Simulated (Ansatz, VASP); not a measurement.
# ZnSe in VASP and in Ansatz

The input INCAR:

```
SYSTEM = ZnSe
ALGO = Normal
EDIFF = 1E-6
ENCUT = 520
GGA = PE
ISIF = 2
ISMEAR = -1
LASPH = .TRUE.
LCHARG = .FALSE.
LREAL = .FALSE.
LWAVE = .FALSE.
NBANDS = 16
NELM = 100
PREC = Accurate
SIGMA = 0.03
```

The input KPOINTS:

```
k-points
0
G
  8 8 8
  0 0 0
```

Contents of POSCAR:

```
ZnSe
1.0
    0.0000000000      2.8338000000      2.8054620000
    2.8338000000      0.0000000000      2.8054620000
    2.8338000000      2.8338000000      0.0000000000
Zn Se
1 1
Direct
    0.0000000000      0.0000000000      0.0000000000
    0.7500000000      0.7500000000      0.7500000000
```

Input for Ansatz:

```yaml
crystal:
  lattice:
    - [0.0, 2.8338, 2.805462]
    - [2.8338, 0.0, 2.805462]
    - [2.8338, 2.8338, 0.0]
  atoms:
    - { symbol: Zn, position: [0.0, 0.0, 0.0] }
    - { symbol: Se, position: [0.75, 0.75, 0.75] }
kpoints:
  mp_grid: { grid: [8, 8, 8] }
  band_path:
    path:
      - [0.0, 0.0, 0.0]
      - [0.0, 0.5, 0.5]
      - [0.25, 0.75, 0.5]
      - [0.0, 0.5, 0.0]
      - [0.0, 0.0, 0.0]
      - [0.5, 0.5, 0.0]
      - [0.3775380063, 0.6224619937, 0.0]
      - [-0.3775380063, 0.3775380063, 0.0]
      - [0.0, 0.0, 0.0]
    npoints: 5
scf:
  occupations: { method: fermi_dirac, width: 0.03 }
hamiltonian:
  xc: pbe
  pseudopotentials: { kind: all_electron, lapw: { basis_error: 0.001 } }
output:
  forces: true
  stress: true
  eigenvalues: true
```

Change from the starting cell: zz strain of -1 %.

Alike in both runs: task single point; functional PBE; k mesh 8 × 8 × 8; occupations fermi-dirac, width 0.03 eV; no spin polarisation.

```csv
,VASP,Ansatz
version,VASP 6.6.1,Ansatz 0.2.0
potentials or method,"VASP PAW PBE potentials, release 64 (Zn, Se)","all-electron LAPW, scalar-relativistic"
plane-wave cutoff (eV),520,see its input
```

|  | VASP | Ansatz | Ansatz less VASP |
| --- | --- | --- | --- |
| gap on the k mesh at the Fermi level (eV) | 1.31 | 1.31 | 0.000 |
| pressure (GPa) | 3.0 | 2.8 | -0.23 |
| largest component of the traceless stress (GPa) | 0.22 | 0.22 | +0.001 |

Ansatz ran all-electron here, so the differences hold the error of VASP's frozen core and of both bases.
